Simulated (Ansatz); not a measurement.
# WS2 cleavage plane: how ionisation potential and electron affinity share the gap change from LDA to PBE0

A metal contact on a cleaved WS2 crystal injects holes or electrons depending on where its Fermi level falls between the band edges. A calculated gap alone does not settle that: if a better level of theory opens the gap by 0.7 eV, the barrier for holes may take all of the change, none of it, or half. The problem is to find the division. Both edges are bulk band edges measured downward from the vacuum level outside the ideal cleavage plane, so a larger ionisation potential means a deeper valence maximum and a larger electron affinity a deeper conduction minimum. The geometry is the same in every row. The ionisation potential for HSE06 with spin-orbit coupling is then to be estimated.

## Calculations

WS2, cleavage plane: space group 194, primitive cell lengths 3.153, 3.153, 12.323 angstrom (measured); slab of 12 atoms, 16 angstrom of vacuum; outer layers relaxed under PBE with D3(BJ) dispersion, and every row uses that geometry. Ansatz 0.2.0, plane waves, PAW datasets at the program's default cutoffs (420 or 500 eV). The slab's vacuum level is joined to the bulk band edges through the mean electrostatic potential; the remark says where edges and surface dipole come from. Starting cells come from: COD.

Notes on method and selection:

- The surface is ideal, clean and free of steps, defects and band bending; 0 K.
- Semilocal band edges lie too high (valence) and too low (conduction); the surface dipole depends on the relaxation.
- A fit is offered only where it explains over half of the variance.
- Runs whose transmission exceeds the number of channels of the lead are not listed.
- Runs that did not converge, have known faults, used another set of PAW files or may not be shown are not listed.

Columns:

- gap (eV): bulk gap at that level, equal to the ionisation potential less the electron affinity before rounding.
- ionisation potential (eV): ionisation potential, vacuum level less the bulk valence maximum.
- electron affinity (eV): electron affinity, vacuum level less the bulk conduction minimum.

Input lines of one member:

```
crystal:
  lattice:
    - [3.1532, 0.0, 0.0]
    - [-1.5766, 2.7308, 0.0]
    - [0.0, 0.0, 12.323]
  atoms:
    - { symbol: S, position: [0.0, 0.0, 0.0] }
    - { symbol: W, position: [0.3333, 0.6667, 0.1275] }
    # ... 4 more atoms
hamiltonian:
  xc: pbe
kpoints:
  mp_grid: { grid: [10, 10, 4] }
scf:
  occupations: { method: fixed }
  convergence: { dr2_threshold: 1.0e-09 }
checkpoint:
  write: pbe_cut.b.run
  compress: false
```

Command (options for logging and memory left out): `ansatz run input.yaml --threads 2`

## Numbers

| member | gap (eV) | ionisation potential (eV) | electron affinity (eV) | remark |
| --- | --- | --- | --- | --- |
| LDA | 0.893 | 5.361 | 4.468 |  |
| PBEsol | 0.923 | 5.161 | 4.239 |  |
| PBE with spin-orbit coupling | 0.923 | 5.106 | 4.183 |  |
| PBE | 0.970 | 5.127 | 4.157 |  |
| r2SCAN | 1.079 | 5.290 | 4.212 |  |
| HSE06 with spin-orbit coupling | 1.618 | ? | ? |  |
| HSE06 | 1.665 | 5.489 | 3.823 | HSE06 bulk band edges (8x8x2 mesh) on the PBE surface dipole |
| PBE0 | 2.326 | 5.812 | 3.485 | PBE0 bulk band edges (8x8x2 mesh) on the PBE surface dipole |

Cells marked ? are withheld until the estimate has been made.

Least-squares fits to the members shown, with x = gap (eV); R² and errors in the fitted variable (y, or ln y where the fit is in ln y):

| y | members | fit | R² | rms residual | leave-one-out rms | the same for the mean of the others |
| --- | --- | --- | --- | --- | --- | --- |
| ionisation potential (eV) | 7 | y = 4.795 + 0.4304 x | 0.87 | 0.085 | 0.11 | 0.27 |
| electron affinity (eV) | 7 | y = 4.797 − 0.5707 x | 0.92 | 0.085 | 0.11 | 0.35 |

## What drives the series

From PBE to HSE06 the gap grows by 1.665 − 0.970 = 0.695 eV. The ionisation potential rises by 5.489 − 5.127 = 0.362 eV, a share of 0.362 / 0.695 = 0.52, and the electron affinity falls by 0.334 eV. Semilocal functionals leave part of each electron's repulsion with itself, which pushes occupied states up; the exact exchange in a hybrid lowers them and raises the empty ones.

The conduction share of this step may be too large, because the hybrid edges are read from their mesh alone and a minimum between mesh points would be missed. The step from HSE06 to PBE0, with one mesh and one surface dipole, is cleaner. There the ionisation potential takes (5.812 − 5.489) / (2.326 − 1.665) = 0.49 of the change. The long-range exchange that PBE0 adds thus moves the two edges apart almost evenly. Both hybrids borrow the PBE dipole, so any response of the surface itself to exact exchange is absent from these shares.

Among the semilocal levels the even division fails. LDA has a gap 0.077 eV smaller than PBE, yet its ionisation potential is 0.234 eV larger and its electron affinity 0.311 eV larger: both edges sink together. In r2SCAN, too, both quantities exceed their PBE values. With the geometry fixed, strain is excluded. For LDA the likely main cause is that the functional places both bulk edges lower relative to the mean electrostatic potential, with a change in the potential step at the surface as a smaller part. In r2SCAN the same may hold for the valence edge, while the small rise in electron affinity may come mostly from the surface step. The program's warning about a rough potential in thin density applies to both the LDA and the r2SCAN slab, so some numerical error may be included.

This common shift also explains why the fitted slopes, 0.43 and −0.57, are less even than the hybrid steps. LDA lies 0.18 eV above the fitted line for the ionisation potential, at the small-gap end, and flattens it.

## Estimating the withheld member

Plain estimates from the members shown:

- HSE06 with spin-orbit coupling, fit at x = 1.618: 5.491 eV
- HSE06 with spin-orbit coupling, straight-line interpolation between r2SCAN and HSE06: w = (1.618 − 1.079) / (1.665 − 1.079) = 0.920, so 5.290 + 0.920 × (5.489 − 5.290) = 5.473 eV

The fit, with an rms residual of 0.085 eV, is too coarse for a spin-orbit shift of a few hundredths of an eV. The interpolation towards r2SCAN mixes in a change of functional. The closer comparison is the same step taken in PBE, where spin-orbit coupling changes the ionisation potential by 5.106 − 5.127 = −0.021 eV.

That shift should carry over to HSE06. Spin-orbit coupling acts mainly close to the tungsten nucleus, where the two functionals give similar orbitals. The valence maximum of bulk WS2 lies at Γ and has no orbital degeneracy to be split, so the coupling moves it only weakly, through mixing with other bands.

The gap column offers a check. PBE loses 0.970 − 0.923 = 0.047 eV on adding the coupling, and HSE06 loses 1.665 − 1.618 = 0.047 eV. The total is therefore transferable; only its division between the edges remains to be assumed. Taking the PBE division gives 5.489 − 0.021 = 5.468 eV, and an electron affinity of 5.468 − 1.618 = 3.850 eV.

For the error, the valence edge might take any part of the 0.047 eV, from none to all. If every division were equally likely, the standard deviation would be 0.047 / √12 = 0.014 eV, rounded here to 0.01 eV.

**Committed estimate, HSE06 with spin-orbit coupling: ionisation potential = 5.47 ± 0.01 eV.**

## The withheld result

| member | gap (eV) | ionisation potential (eV) | electron affinity (eV) | remark |
| --- | --- | --- | --- | --- |
| HSE06 with spin-orbit coupling | 1.618 | 5.467 | 3.849 | HSE06 edges plus the spin-orbit change found under PBE |

| member | estimate | ionisation potential (eV) | computed | estimate − computed | miss in error bars |
| --- | --- | --- | --- | --- | --- |
| HSE06 with spin-orbit coupling | committed | 5.470 | 5.467 | +0.003 | 0.3 |
| HSE06 with spin-orbit coupling | fit | 5.491 | 5.467 | +0.024 |  |
| HSE06 with spin-orbit coupling | interpolation | 5.473 | 5.467 | +0.006 |  |

The estimate of 5.47 eV lies 0.003 eV above the tabulated 5.467 eV, well inside its error bar of 0.01 eV. It did better than the fit, which is 0.024 eV too high, and slightly better than the interpolation, at 0.006 eV too high.

The agreement is no test of the physics, however. The remark shows that this row was made by adding the PBE spin-orbit change to the HSE06 edges, which is the step the estimate took, and the 0.003 eV is rounding. The equal gap reductions of 0.047 eV, offered earlier as a check that the shift carries over, follow from the same construction, so that check was empty. Whether a hybrid calculation with spin-orbit coupling included would divide the reduction in the same way remains open. The argument that the coupling acts near the tungsten nucleus makes a similar shift plausible, but it rests on theory alone. The PBE shift has a weakness of its own: the program warned of a rough potential in thin density for the slab with spin-orbit coupling, but not for the one without. Any error from this enters the estimate and the tabulated value alike, so their agreement cannot reveal it.

## Exceptions

Least-squares fits to the whole series, with x = gap (eV); R² and errors in the fitted variable (y, or ln y where the fit is in ln y):

| y | members | fit | R² | rms residual | leave-one-out rms | the same for the mean of the others |
| --- | --- | --- | --- | --- | --- | --- |
| ionisation potential (eV) | 8 | y = 4.798 + 0.4262 x | 0.87 | 0.080 | 0.10 | 0.25 |
| electron affinity (eV) | 8 | y = 4.799 − 0.5748 x | 0.92 | 0.080 | 0.10 | 0.33 |

Largest departures from the fit to the whole series:

| member | ionisation potential (eV) | fit | computed − fit | in rms residuals |
| --- | --- | --- | --- | --- |
| LDA | 5.361 | 5.179 | +0.182 | 2.3 |
| PBE with spin-orbit coupling | 5.106 | 5.191 | −0.085 | 1.1 |
| PBE | 5.127 | 5.211 | −0.084 | 1.1 |
| r2SCAN | 5.290 | 5.258 | +0.032 | 0.4 |

LDA stands out, 0.182 eV above the line or 2.3 rms residuals. Its gap is close to that of PBE, but the middle of the gap lies deeper below the vacuum level: (5.361 + 4.468) / 2 = 4.91 eV against (5.127 + 4.157) / 2 = 4.64 eV. A displacement of both edges by nearly 0.3 eV cannot be described by a line in the gap. LDA commonly gives larger work functions than PBE, so the sign is the expected one. The rough exchange-correlation potential reported for the LDA slab may have added an error of its own, of unknown sign. The same warning came with the slabs for PBEsol, r2SCAN and PBE with spin-orbit coupling, so it does not single out LDA.

PBE and PBE with spin-orbit coupling lie 0.084 and 0.085 eV below the line. They count as one departure, since the coupling moves the ionisation potential by only 0.021 eV. Part of it comes from LDA, which pulls the line up at the small-gap end. The 0.032 eV by which r2SCAN lies above the line is well within the scatter and needs no separate cause.

## Rules of thumb and their limits

From HSE06 to PBE0, with both read on one mesh, the ionisation potential takes about half of the gap change. Among the semilocal levels there is no such division, because both edges can move together.

For the step from PBE to HSE06, the share of 0.52 worked out above is only a lower limit, because it compares unlike gaps. The semilocal gaps include a conduction minimum that lies between mesh points; the hybrid gaps are read at mesh points alone and may be too wide. The effect is not small: read at its mesh points alone, the PBE gap would be wider by more than spin-orbit coupling narrows it, and the ionisation potential's share of the step would be clearly above one half. Even that is not an exact comparison, since the PBE and HSE06 meshes differ.

For another level the fit misses by about 0.10 eV, against 0.25 eV for the mean, though the spin-orbit rows are close relatives of their partners and flatter that figure. The fit also mixes the two kinds of gap. Hybrid gaps that are too wide flatten the line for the ionisation potential, so LDA need not be the only reason why its slope is below one half.

For an ideal contact with an assumed work function of 4.6 eV and no interface dipole, HSE06 with spin-orbit coupling gives a hole barrier of 5.467 − 4.6 = 0.87 eV and an electron barrier of 4.6 − 3.849 = 0.75 eV. As far as the mesh is concerned, the electron barrier is an upper limit: a conduction minimum between the hybrid mesh points would raise the electron affinity and lower this barrier. The hole barrier is not affected, since the valence maximum lies at Γ, which is a mesh point.

These barriers hold for the clean, ideal surface only. Adsorbed molecules could move both edges together, in either direction, and a dipole at the metal contact would raise one barrier and lower the other.

[Logs are printed without paths, hosts, clocks, repeated set-up lines and the standing remarks that a program may print on its own settings, such as how far it seeks lower states.]
